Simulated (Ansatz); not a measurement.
## Fitting the BPBE energy curve of ZnSe

```
Se Zn
1.0
     0.00000    2.83380    2.83380
     2.83380    0.00000    2.83380
     2.83380    2.83380    0.00000
Se Zn
1 1
Direct
  0.75000 0.75000 0.75000
  0.00000 0.00000 0.00000
```

The cell was scaled at fixed shape and fractions and run with Ansatz, Ansatz PAW, cutoff 420 eV; BPBE, k mesh 8 × 8 × 8 on the cell of 2 atoms, fermi-dirac occupations of 0.05 eV, no spin polarisation, no spin-orbit coupling. The potentials were made for PBE. Energies are those that the program minimises, any entropy of the smearing included.

```csv
V (Å³/atom),energy over the lowest row (meV/atom)
21.3912,39.97
21.8463,23.62
22.3015,?
22.7566,4.32
23.2117,0.49
23.6669,0.00
24.1220,2.52
```

Question: Fit the third-order Birch-Murnaghan form, give V0, B0 and B′, and predict the energy left open.

Answer: With y = (V0/V)^(2/3), E = E0 + (9 V0 B0/16) [(y - 1)³ B′ + (y - 1)² (6 - 4y)]. Least squares through the rows shown give V0 = 23.5078 Å³/atom, E0 = -0.19 meV, B0 = 56.76 GPa (1 eV/Å³ = 160.218 GPa) and B′ = 4.52, with a largest miss of 0.01 meV. At V = 22.3015 the form with these constants gives 11.89 meV; the run gave 11.90 meV an atom. Measured volume: 22.75 Å³/atom (pmc:9320402, doi:10.3390/ma15145002), so the fit lies +3.3 % from it. The runs are for a static lattice.

The fitted curve reproduces the omitted energy almost exactly, 11.89 against 11.90 meV, which shows that the calculated points are smooth and that the third-order form suffices over this range. Because the open point lies inside the fitted interval, this is a test of interpolation, not of the functional's accuracy.

The energy rises faster on compression than on expansion: closed-shell repulsion, including that involving the filled Zn 3d shell, grows steeply as the ions approach, while the polar covalent Zn–Se bonds weaken more gradually on stretching. The positive B′ expresses the same stiffening under pressure.

The equilibrium volume is too large by 3.3 %, and the bulk modulus of 56.76 GPa is lower than experiment gives for zinc blende ZnSe. Both point to underbinding, probably from the gradient-corrected exchange, though the core description may contribute. Zero-point and thermal motion would normally expand the crystal further, so their absence can't explain the excess volume. The curve doesn't address the pressure at which the zinc blende structure gives way to a denser phase.
